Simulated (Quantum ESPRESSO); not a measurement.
# As in Quantum ESPRESSO: the effect of strain

Crystal: As.

```
As
1.0
     1.88080    1.08588    3.37350
    -1.88080    1.08588    3.37350
     0.00000   -2.17176    3.37350
As
2
Cartesian
  0.0000 0.0000 2.2872
  0.0000 0.0000 7.8333
```

Alike in all runs:

* Program: Quantum ESPRESSO 7.5
* Task: relaxation of the atoms
* Functional: PBEsol
* Potentials or basis: GBRV 1.5 PBEsol
* Cutoff: 612 eV
* Density cutoff: 4898 eV
* k mesh: 9 × 9 × 9
* Occupations: fermi-dirac, width 0.05 eV
* Spin: no spin polarisation
* Kind of strain: uniaxial_z
* Mixing beta: 0.5
* Most SCF iterations: 120
* SCF threshold: 4e-10 Ry
* Most ionic steps: 40
* Forc conv thr: 0.0004 Ry/bohr
* Etot conv thr: 1e-05 Ry

Each run relaxes the cell or the atoms first.

Q: One run gave: pressure 1.1 GPa. Which strain did it use?
A. 0
B. -0.01
C. 0.01
D. -0.04
E. 0.02

A: D.

```csv
strain,pressure (GPa)
-0.04,1.1
-0.02,0.2
-0.01,-0.1
0,-0.5
0.01,-0.8
0.02,-1.1
0.04,-1.6
```

Runs at the PBE level aren't shown here.
